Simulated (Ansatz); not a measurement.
**Contact densities of ZrN against volume**

```xyz
2
Lattice="0.0000 2.2842 2.2842 2.2842 0.0000 2.2842 2.2842 2.2842 0.0000" Properties=species:S:1:pos:R:3 pbc="T T T"
Zr    0.0000    0.0000    0.0000
N     2.2842    2.2842    2.2842
```

Atom numbers follow the list: Zr1, N2.

The cell is COD entry 4303945, as deposited and not checked against the literature; nothing was relaxed.

Spin polarisation is left out, and whether a magnetic state lies lower isn't shown here.

Method: DFT, PBE, all-electron PAW with datasets made for the crystal, scalar-relativistic (Ansatz 0.2.0).

The runs use a Γ-centred 9×9×9 k mesh, Fermi–Dirac smearing of 0.01 eV, cutoff 320 eV (chosen by the program for this cell), no spin polarisation.

The contact density is the mean electron density over the nuclear volume; its changes follow the s electrons' response to bonding and compression. Changes below are taken from the unscaled cell, where it is 490582 e/Å³ at Zr1, 1415.18 e/Å³ at N2.

Volumes at which the program chose other datasets or cutoffs are left out.

```csv
V/V(cell),P (GPa),Δρ(0) Zr1 (e/Å³),Δρ(0) N2 (e/Å³)
0.9800,10.1,?,-0.03
0.9900,7.2,0.21,-0.01
1.0000,4.5,0.00,0.00
1.0100,1.9,?,0.02
1.0200,-0.6,-0.41,0.03
1.0400,-5.2,-0.81,?
```

(1) Fill in "Δρ(0) Zr1 (e/Å³)" for the row "1.0100".

(2) Give the missing entry: row "1.0400", column "Δρ(0) N2 (e/Å³)".

(3) Fill in "Δρ(0) Zr1 (e/Å³)" for the row "0.9800".

The datasets are made afresh for each cell, so very small changes are uncertain.

## Answers

(1) -0.21.

(2) 0.08.

(3) 0.43.
